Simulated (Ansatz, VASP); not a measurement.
# Sn: VASP beside Ansatz

```
Sn
1.0
     2.91568    0.00000    0.00000
     0.00000    2.91568    0.00000
     0.00000    0.00000    2.91568
Sn
1
Direct
  0.00000 0.00000 0.00000
```

Change from the starting cell: volume scaled by 0.84, PAW files.

Alike in both runs: task single point; functional PBE; k mesh 12 × 12 × 12; occupations fermi-dirac, width 0.08 eV; no spin polarisation.

|  | VASP | Ansatz |
| --- | --- | --- |
| version | VASP 6.6.1 | Ansatz 0.2.0 |
| potentials or method | VASP PAW PBE potentials, release 64 (Sn_d) | PAW with Ansatz's default frozen-core files, scalar-relativistic |
| plane-wave cutoff (eV) | 520 | 420 |
| valence electrons in the cell | 14 | 14 |

```csv
,VASP,Ansatz,Ansatz less VASP
pressure (GPa),12.0,12.1,+0.11
```
